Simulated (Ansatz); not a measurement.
**Clamped-ion strain scan in Ba**

Method: DFT PBE+D3(BJ), scalar-relativistic, plane waves, PAW (Ansatz). Settings: plane waves to 420 eV, k-mesh 14×14×8 (Γ-centred), Gaussian smearing 0.15 eV. No spin polarisation. Energies are free energies at this smearing, counted from the undisturbed cell; pressure is positive in compression.

The starting cell (as given, not relaxed at this level; it stands at 0.2 GPa; this form isn't the usual structure):

```
CELL_PARAMETERS angstrom
1.95500 -3.65000 0.00000
1.95500 3.65000 0.00000
0.00000 0.00000 5.70000
ATOMIC_POSITIONS crystal
Ba 0.00000 0.00000 0.00000
```

The cell is strained by ε times the Voigt pattern (1, 0, 0, 0, 0, 0) (xx, yy, zz, yz, xz, xy; engineering shear) with fractional coordinates fixed. The cell is metallic on the mesh throughout.

| ε | ΔE (meV/atom) | stress summed along the pattern (GPa, tension positive) |
| --- | --- | --- |
| -0.0400 | 57.7 | -3.40 |
| -0.0300 | 41.2 | -3.11 |
| -0.0200 | 26.1 | -2.84 |
| -0.0100 | 12.3 | -2.56 |
| 0.0000 | 0.0 | -2.30 |
| 0.0100 | -11.0 | -2.05 |
| 0.0200 | -20.8 | -1.80 |
| 0.0300 | -29.4 | -1.57 |
| 0.0400 | -36.8 | -1.35 |